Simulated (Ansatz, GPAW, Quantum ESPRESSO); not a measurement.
# One calculation of Sn, 3 ways

```xyz
2
Lattice="-2.9401 2.9401 1.5993 2.9401 -2.9401 1.5993 2.9401 2.9401 -1.5993" Properties=species:S:1:pos:R:3 pbc="T T T"
Sn    0.0000    0.0000    0.0000
Sn    0.0000    2.9401    0.7997
```

Alike in all runs: task band structure; functional LDA; k mesh 9 × 9 × 9; occupations fermi-dirac, width 0.05 eV; no spin polarisation; no spin-orbit coupling. LDA stands for any of its common fits. Pressure is positive in compression and, in plane waves, holds the error of the finite cutoff.

| program and potentials | plane-wave cutoff (eV) | notes | pressure (GPa) |
| --- | --- | --- | --- |
| Quantum ESPRESSO, PseudoDojo 0.4.1 SR LDA standard | 980 | - | -2.86 |
| Ansatz, all-electron LAPW, scalar-relativistic | - | - | -2.84 |
| GPAW, the program's PAW data sets (release 1.2.1) made for this functional | 600 | - | -3.10 |

The pressure spans -3.10 (GPAW, the program's PAW data sets (release 1.2.1) made for this functional) to -2.84 GPa (Ansatz, all-electron LAPW, scalar-relativistic), with all-electron results at -2.84.

The functional is the same throughout but for its coding, so the spread measures potentials, basis and numerics; runs on potential files found faulty are left out.

All three calculations put this cell, which has the white-tin structure, under tension, so at the LDA level it would lower its energy by contracting. The probable main reason is the overbinding of LDA, which favours the denser electron distribution of a shorter lattice and so gives an equilibrium volume that is too small. The cell is also slightly larger than the measured one for white tin, which adds to the tension. The negative sign is therefore no evidence that real white tin would contract from its measured volume.

The PseudoDojo result of -2.86 GPa nearly coincides with the all-electron -2.84 GPa, which suggests that its frozen core and pseudised valence region cost little for this property. GPAW lies further into tension at -3.10 GPa, possibly through its data set or a less complete basis, but the difference is small beside the tension common to all three. A single pressure does not show how the contraction would divide between the two tetragonal axes, which depends on the separate stress components and the anisotropic elastic response.
